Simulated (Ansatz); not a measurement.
**A computed series for LiCl: response to strain**

Consider LiCl in the rock salt structure (space group Fm-3m, No. 225; a = 5.0642 Å). Axes: x, y, z lie along the cube axes.

Strains are applied to the cell and any free atomic positions relax; under biaxial strain the out-of-plane vector relaxes too.

Calculations: DFT with PBEsol, PAW potentials and a 420 eV plane-wave cutoff in Ansatz (an electronic-structure program), no SOC.

Notes on the quantities. pressure: mean of the normal stresses, compression positive.

```json
[
 {"change": "base", "out-of-plane strain": "–", "pressure": "0.00 GPa", "electron mass": "0.46 mₑ (at Γ)", "gap character": "direct at Γ", "shortest interatomic distance": "2.532 Å"},
 {"change": "biaxial strain −2.50 %, plane normal [111], relaxed out of plane", "out-of-plane strain": "+1.31 %", "pressure": "1.45 GPa", "electron mass": "–", "gap character": "indirect, Γ → L", "shortest interatomic distance": "2.501 Å"},
 {"change": "biaxial strain −2.08 %, plane normal [111], relaxed out of plane", "out-of-plane strain": "+1.09 %", "pressure": "1.19 GPa", "electron mass": "0.44 mₑ out of plane, 0.48 mₑ in plane (at Γ)", "gap character": "direct at Γ", "shortest interatomic distance": "2.506 Å"},
 {"change": "biaxial strain −1.67 %, plane normal [111], relaxed out of plane", "out-of-plane strain": "+0.87 %", "pressure": "0.94 GPa", "electron mass": "0.44 mₑ out of plane, 0.48 mₑ in plane (at Γ)", "gap character": "direct at Γ", "shortest interatomic distance": "2.511 Å"},
 {"change": "biaxial strain −1.25 %, plane normal [111], relaxed out of plane", "out-of-plane strain": "+0.65 %", "pressure": "0.69 GPa", "electron mass": "–", "gap character": "direct at Γ", "shortest interatomic distance": "2.517 Å"},
 {"change": "biaxial strain −0.83 %, plane normal [111], relaxed out of plane", "out-of-plane strain": "+0.43 %", "pressure": "0.45 GPa", "electron mass": "0.46 mₑ (at Γ)", "gap character": "direct at Γ", "shortest interatomic distance": "2.522 Å"},
 {"change": "biaxial strain −0.42 %, plane normal [111], relaxed out of plane", "out-of-plane strain": "+0.21 %", "pressure": "0.23 GPa", "electron mass": "0.46 mₑ (at Γ)", "gap character": "direct at Γ", "shortest interatomic distance": "2.527 Å"},
 {"change": "biaxial strain +0.42 %, plane normal [111], relaxed out of plane", "out-of-plane strain": "-0.21 %", "pressure": "-0.21 GPa", "electron mass": "0.46 mₑ (at Γ)", "gap character": "direct at Γ", "shortest interatomic distance": "2.537 Å"},
 {"change": "biaxial strain +1.25 %, plane normal [111], relaxed out of plane", "out-of-plane strain": "-0.65 %", "pressure": "-0.61 GPa", "electron mass": "0.46 mₑ (at Γ)", "gap character": "direct at Γ", "shortest interatomic distance": "2.548 Å"},
 {"change": "biaxial strain +2.50 %, plane normal [111], relaxed out of plane", "out-of-plane strain": "-1.31 %", "pressure": "-1.16 GPa", "electron mass": "0.47 mₑ out of plane, 0.44 mₑ in plane (at Γ)", "gap character": "direct at Γ", "shortest interatomic distance": "2.564 Å"}
]
```

Masses are band curvatures over ±0.01 Å⁻¹ around the edge. Whether these cells are dynamically stable was not tested. Labels are those of the standard path for the cell's own space group.
